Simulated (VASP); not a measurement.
Set up this calculation in VASP 6.6.1, as the native input.

| Item | Value |
| --- | --- |
| Task | relaxation of cell and atoms |
| Functional | PBEsol |
| Potentials or basis | VASP PAW PBE potentials, release 64 (C) |
| Cutoff | 600 eV |
| k mesh | 14 × 14 × 14 |
| Occupations | gaussian, width 0.03 eV |
| Spin | no spin polarisation |
| Further INCAR settings | ALGO = Normal; EDIFF = 1e-07; IBRION = 2; EDIFFG = -0.005; NSW = 90; ISIF = 3 |

The structure of C lies in POSCAR:

```
C                                       
1.0
    0.0000000000      1.7774542777      1.7774542777
    1.7774542777     -0.0000000000      1.7774542777
    1.7774542777      1.7774542777      0.0000000000
  C             
     2
Direct
     0.0000000000000000    0.0000000000000000    0.0000000000000000
     0.2500000000000000    0.2500000000000000    0.2500000000000000
```

This isn't the form of C at room conditions, which is graphite.

The input as run:

INCAR

```
SYSTEM = C
PREC     = Accurate       ! precision mode
ENCUT    = 600            ! plane-wave cutoff, eV
EDIFF    = 1E-7           ! SCF threshold, eV
ISMEAR   = 0              ! smearing method
SIGMA    = 0.03           ! smearing width, eV
LREAL    = .FALSE.        ! projectors in reciprocal space
LASPH    = .TRUE.         ! aspherical terms in the spheres
NELM     = 80             ! most SCF steps
ALGO     = Normal         ! electronic algorithm
ISIF     = 3              ! what is computed and relaxed
LWAVE    = .FALSE.        ! write WAVECAR
LCHARG   = .FALSE.        ! write CHGCAR
GGA      = PS             ! functional
IBRION   = 2              ! ionic algorithm
NSW      = 90             ! ionic steps
EDIFFG   = -0.005         ! ionic threshold
```

KPOINTS

```
regular mesh
0
G
  14 14 14
  0 0 0
```

Potentials or basis: VASP PAW PBE potentials, release 64 (C).

Command:

```bash
$ cat potpaw_PBE.64/C/POTCAR > POTCAR
$ mpirun -np 1 vasp_std > vasp.out
```

Results of the run:

| Quantity | Value |
| --- | --- |
| Pressure after relaxing | 0.0 GPa |
| Band gap on the k mesh | 4.03 eV, indirect (least direct gap 5.57 eV) |

Caveat: the relaxation stopped at its first step, so nothing moved; the PAW data sets were made with another functional, which shifts forces and pressure a little.

It took 5.6 s on 1 thread of AMD EPYC 9R45 96-Core Processor (Zen 5), with other jobs on the host, peak memory 0.09 GiB.
